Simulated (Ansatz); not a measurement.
Crystal: AlFe3.

```
Fe Al
1.0
     0.00000    2.88714    2.88714
     2.88714    0.00000    2.88714
     2.88714    2.88714    0.00000
Fe Al
3 1
Direct
  0.75000 0.75000 0.75000
  0.25000 0.25000 0.25000
  0.50000 0.50000 0.50000
  0.00000 0.00000 0.00000
```

The cell comes from a database or a generator and needn't be the stable form of this composition.

- Program: Ansatz 0.2.0
- Task: single point
- Functional: PBEsol
- Potentials or basis: Ansatz PAW
- Cutoff: 420 eV (not typed: the program's choice for these potentials)
- k mesh: 8 × 8 × 8
- Occupations: fermi-dirac, width 0.05 eV
- Spin: collinear spin, ferromagnetic start
- Starting moments: [3.0, 3.0, 3.0, 0.0] μB

On this cell: pressure -9.9 GPa; largest force zero by symmetry; net moment 6.04 μB per cell; site moments Fe +1.94, +2.42; Al -0.08 μB; band gap on the k mesh none (metal or under the smearing width).

The same run follows on a disturbed copy (atoms moved at random, drawn with an rms of 0.05 Å):

```
Fe Al
1.0
     0.00000    2.88714    2.88714
     2.88714    0.00000    2.88714
     2.88714    2.88714    0.00000
Fe Al
3 1
Cartesian
  4.3582 4.3412 4.3106
  1.4738 1.4361 1.4082
  2.9153 2.8642 2.9000
  0.0177 0.0778 -0.0047
```

What changes?

The energy (extrapolated to zero smearing) moves by +9.7 meV/atom; pressure -9.5 GPa; largest force 0.738 eV/Å; net moment 6.03 μB per cell; site moments Fe +1.93, +2.41; Al -0.07 μB; band gap on the k mesh none (metal or under the smearing width).

Forces in eV/Å, atoms in the order of the input:
```
Fe  -0.063  0.179  0.181
Fe  -0.017  0.295  0.264
Fe  -0.001  0.239 -0.269
Al   0.081 -0.712 -0.175
```

Stress tensor (GPa, compression positive):
```
-9.49  0.01  0.07
 0.01 -9.45  0.01
 0.07  0.01 -9.54
```

Caveats: the PAW data sets come from PBE, with cores solved anew for the run's functional, which leaves a small shift of forces and pressure.
